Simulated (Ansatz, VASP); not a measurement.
**MgO: VASP beside Ansatz**

```xyz
4
Lattice="3.0960 0.0000 0.0000 -1.5480 2.6812 0.0000 0.0000 0.0000 3.7572" Properties=species:S:1:pos:R:3 pbc="T T T"
Mg    0.0000    1.7875   -0.2330
Mg    1.5480    0.8937    1.6456
O     0.0000    1.7875    1.6457
O     1.5480    0.8937    3.5243
```

Change from the starting cell: volume scaled by 0.64, LAPW.

Alike in both runs: task single point; functional PBE; k mesh 12 × 12 × 7; occupations fermi-dirac, width 0.08 eV; no spin polarisation.

|  | VASP | Ansatz |
| --- | --- | --- |
| version | VASP 6.6.1 | Ansatz 0.2.0 |
| potentials or method | VASP PAW PBE potentials, release 64 (Mg, O), cutoff 520 eV | all-electron LAPW, scalar-relativistic |

|  | VASP | Ansatz | Ansatz less VASP |
| --- | --- | --- | --- |
| gap on the k mesh at the Fermi level (eV) | 5.32 | 5.33 | +0.015 |
| pressure (GPa) | 102.0 | 100.4 | -1.60 |
| largest component of the traceless stress (GPa) | 0.52 | 0.06 | -0.453 |

Ansatz ran all-electron here, so the differences hold the error of VASP's frozen core and of both bases. Ansatz warned: «structure_snapped_to_symmetry».

Caveats: the cell as given lies far from equilibrium; so large a pressure means that the cell lies far from this level's equilibrium, or that cutoff or potentials fall short (VASP); an odd mesh through Γ misses points on the zone boundary, where band edges often lie.
